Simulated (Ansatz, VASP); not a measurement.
# One calculation of Mo, two programs

```
Mo
1.0
    -1.58138    1.58138    1.58138
     1.58138   -1.58138    1.58138
     1.58138    1.58138   -1.58138
Mo
1
Direct
  0.00000 0.00000 0.00000
```

Alike in both runs: task single point; functional PBE; k mesh 23 × 23 × 23; occupations fermi-dirac, width 0.1 eV; no spin polarisation.

|  | VASP | Ansatz |
| --- | --- | --- |
| version | VASP 6.6.1 | Ansatz 0.2.0 |
| potentials or method | VASP PAW PBE potentials, release 64 (Mo_sv) | plane waves (420 eV) with PAW, scalar-relativistic |
| plane-wave cutoff (eV) | 520 | 420 |
| valence electrons in the cell | 14 | 14 |

```csv
,VASP,Ansatz,Ansatz less VASP
pressure (GPa),0.1,-0.4,-0.51
```

With one functional, cell and mesh, what is left measures potentials, basis and numerics.
